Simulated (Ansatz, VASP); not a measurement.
## Two plane-wave programs on Si

```
Si
1.0
     0.00000    2.71550    2.71550
     2.71550    0.00000    2.71550
     2.71550    2.71550    0.00000
Si
2
Direct
  0.00000 0.00000 0.00000
  0.25000 0.25000 0.25000
```

Alike in both runs: task relaxation of cell and atoms; functional PBEsol; k mesh 12 × 12 × 12; occupations gaussian, width 0.02 eV; no spin polarisation.

|  | VASP | Ansatz |
| --- | --- | --- |
| version | VASP 6.6.1 | Ansatz 0.2.0 |
| potentials or method | VASP PAW PBE potentials, release 64 (Si) | scalar-relativistic, plane waves, PAW |
| plane-wave cutoff (eV) | 600 | 420 |
| valence electrons in the cell | 8 | 8 |

|  | VASP | Ansatz | Ansatz less VASP |
| --- | --- | --- | --- |
| gap on the k mesh at the Fermi level, each at its own relaxed structure (eV) | 0.46 | 0.46 | +0.003 |
| relaxed volume (Å³/atom) | 20.08 | 20.05 | -0.022 |
| relaxed cell length with the largest relative difference (Å) | 3.844 | 3.842 | -0.0014 |

Caveats: the PAW data sets were made with another functional, which shifts forces and pressure a little (VASP). A k mesh can miss the band edges. A hybrid or GW would open this gap; PBEsol tends to underestimate it.
